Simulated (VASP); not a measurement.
Wanted: the native input for a VASP 6.6.1 run.

* Task: relaxation of cell and atoms
* Functional: LDA
* Potentials or basis: VASP PAW LDA potentials, release 64 (C)
* Cutoff: 520 eV
* k mesh: 15 × 15 × 15
* Occupations: gaussian, width 0.02 eV
* Spin: no spin polarisation
* Further INCAR settings: ALGO = Fast; EDIFF = 1e-07; IBRION = 2; EDIFFG = -0.15; NSW = 80; ISIF = 3

The structure of C lies in POSCAR:

```
C                                       
1.0
    1.2238136330      0.7065691290      8.2743753472
   -1.2238136330      0.7065691290      8.2743753472
   -0.0000000000     -1.4131382580      8.2743753472
  C             
     4
Direct
     0.9128221008755378    0.9128221008755378    0.9128221008755378
     0.2461497160806648    0.2461497160806648    0.2461497160806648
     0.7538502839193353    0.7538502839193353    0.7538502839193353
     0.0871778991244622    0.0871778991244622    0.0871778991244622
```

This isn't the form of C at room conditions, which is graphite.

The input as run:

INCAR

```
PREC = Accurate
ENCUT = 520
EDIFF = 1E-7
ISMEAR = 0
SIGMA = 0.02
LREAL = F
LASPH = T
NELM = 80
ALGO = Fast
ISIF = 3
LWAVE = F
LCHARG = F
IBRION = 2
NSW = 80
EDIFFG = -0.15
```

KPOINTS

```
Automatic mesh
0
Gamma
  15 15 15
```

Potentials or basis: VASP PAW LDA potentials, release 64 (C).

Launch:

```bash
$ cat potpaw_LDA.64/C/POTCAR > POTCAR
$ mpirun -np 1 vasp_std > vasp.out
```

Results of the run:

The pressure after relaxing is -0.4 GPa and the largest force after relaxing is 0.007 eV/Å. The band gap on the k mesh is 0.19 eV, direct.

Caveat: the relaxation stopped at its first step, so nothing moved; an odd mesh through Γ misses points on the zone boundary, where band edges often lie; the relaxation stopped at a loose force limit of 0.15 eV/Å, so its end isn't a converged minimum.

Wall time 32 min on 1 thread of Intel(R) Xeon(R) 6975P-C (Granite Rapids), on a shared host, peak memory 0.47 GiB.
